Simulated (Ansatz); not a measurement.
Zinc-blende AlSb was calculated with HSE06 (Ansatz, a quantum-chemistry and plane-wave program, plane waves, PAW).

Settings: plane-wave cutoff 520 eV, 8×8×8 k mesh, finite displacements, scalar-relativistic PAW data made under PBE.

Cell (relaxed at this level):

```cif
data_AlSb
_chemical_formula_sum 'Al1 Sb1'
_space_group_name_H-M_alt 'P 1'
_space_group_IT_number 1
_cell_length_a 4.36222
_cell_length_b 4.36222
_cell_length_c 4.36222
_cell_angle_alpha 60.000
_cell_angle_beta 60.000
_cell_angle_gamma 60.000
loop_
_space_group_symop_operation_xyz
  'x, y, z'
loop_
_atom_site_label
_atom_site_type_symbol
_atom_site_fract_x
_atom_site_fract_y
_atom_site_fract_z
_atom_site_occupancy
Al1 Al 0.00000 0.00000 0.00000 1
Sb1 Sb 0.75000 0.75000 0.75000 1
```

Problem. What does this level give for the zone-centre TO phonon frequency?

Solution. 
- zone-centre TO phonon frequency = 319 cm⁻¹

Measured, for comparison: zone-centre TO phonon frequency 323 cm⁻¹ (temperature not stated, not corrected to a static lattice; as tabulated in Giannozzi et al., Phys. Rev. B (1991)). Computed (rounded) less measured: zone-centre TO phonon frequency -1 %.

Spin–orbit coupling is not included.

The result took around 3 core-hours (rough).
